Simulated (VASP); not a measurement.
Input of a VASP 6.6.1 run:

File INCAR:

```
SYSTEM = TiN
ALGO     = Normal         ! electronic algorithm
EDIFF    = 1E-6           ! SCF threshold, eV
ENCUT    = 520            ! plane-wave cutoff, eV
GGA      = CA             ! functional
ICORELEVEL= 1            
ISIF     = 2              ! what is computed and relaxed
ISMEAR   = 1              ! smearing method
LASPH    = .TRUE.         ! aspherical terms in the spheres
LCHARG   = .FALSE.        ! write CHGCAR
LREAL    = .FALSE.        ! projectors in reciprocal space
LWAVE    = .FALSE.        ! write WAVECAR
NBANDS   = 16             ! bands
NELM     = 80             ! most SCF steps
PREC     = Accurate       ! precision mode
SIGMA    = 0.1            ! smearing width, eV
```

File KPOINTS:

```
k-points
0
G
  13 13 26
  0 0 0
```

The input POSCAR:

```
TiN
1.0
    2.9527421500      0.0000000000      0.0000000000
    0.0000000000      2.9527421500      0.0000000000
    1.4763710800      1.4763710800      2.0879040000
Ti N
1 1
Direct
    0.0000000000      0.0000000000      0.0000000000
    0.5000000000      0.5000000000      0.0000000000
```

Potentials or basis: VASP PAW LDA potentials, release 64 (Ti_sv, N).

Launch:

```bash
$ cat potpaw_LDA.64/Ti_sv/POTCAR potpaw_LDA.64/N/POTCAR > POTCAR
$ mpirun -np 1 vasp_std > vasp.out
```

(1) Predict the pressure.

(2) Predict the band gap on the k mesh.

## Answers

(1) 0.0 GPa.

(2) none (metal or under the smearing width).
